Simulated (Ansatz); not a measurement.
**Phonon spectrum of AlNi**

Method: DFT PBE, scalar-relativistic, plane waves, PAW in Ansatz. Plane waves to 420 eV; Γ-centred k mesh 16×16×16; Fermi-Dirac smearing of 0.15 eV. No spin polarisation. Phonons by linear response, acoustic sum rule imposed.

Equilibrium structure at this level:
```xyz
2
Lattice="2.0465 -2.0465 0.0000 2.0465 2.0465 0.0000 0.0000 0.0000 2.8942" Properties=species:S:1:pos:R:3 pbc="T T T"
Al    0.0000    0.0000    0.0000
Ni    2.0465    0.0000    1.4471
```

In a metal, frequencies and elastic constants depend on the k mesh and the smearing, soft modes and shear constants most. Spin polarisation was left out, and a magnetic state may lie lower. Some empty bands missed the eigensolver's threshold.

Force constants from linear response on a 4×4×4 q mesh.

**Question.** Is the structure dynamically stable on this mesh?

**Answer.** Yes, on this mesh: no mode is imaginary.

**Question.** Give the frequencies (cm⁻¹; i marks imaginary ones) at the irreducible q points, in fractions of the reciprocal vectors.

**Answer.**
```tsv
q	star	frequencies
0.000 0.000 0.000	1	0 0 0 288 288 288
0.000 0.000 0.250	2	116 116 141 276 276 321
0.000 0.000 -0.500	1	164 164 200 259 259 357
0.000 0.250 0.000	4	116 116 141 276 276 321
0.000 0.250 0.250	8	78 149 170 266 312 317
0.000 0.250 -0.500	4	132 156 176 256 310 352
0.000 -0.500 0.000	2	164 164 200 259 259 357
0.000 -0.500 0.250	4	132 156 176 256 310 352
0.000 -0.500 -0.500	2	125 125 186 253 343 343
0.250 0.250 0.000	4	78 149 170 266 312 317
0.250 0.250 0.250	8	114 114 174 307 307 312
0.250 0.250 -0.500	4	142 145 145 295 307 345
0.250 -0.500 0.000	4	132 156 176 256 310 352
0.250 -0.500 0.250	8	142 145 145 295 307 345
0.250 -0.500 -0.500	4	142 142 156 291 337 337
-0.500 -0.500 0.000	1	125 125 186 253 343 343
-0.500 -0.500 0.250	2	142 142 156 291 337 337
-0.500 -0.500 -0.500	1	163 163 163 327 327 327
```

Whether AlNi exists in this form wasn't checked.

Cost: 1 run of about 44 core-minutes, on Arm Neoverse V2 (shared hosts).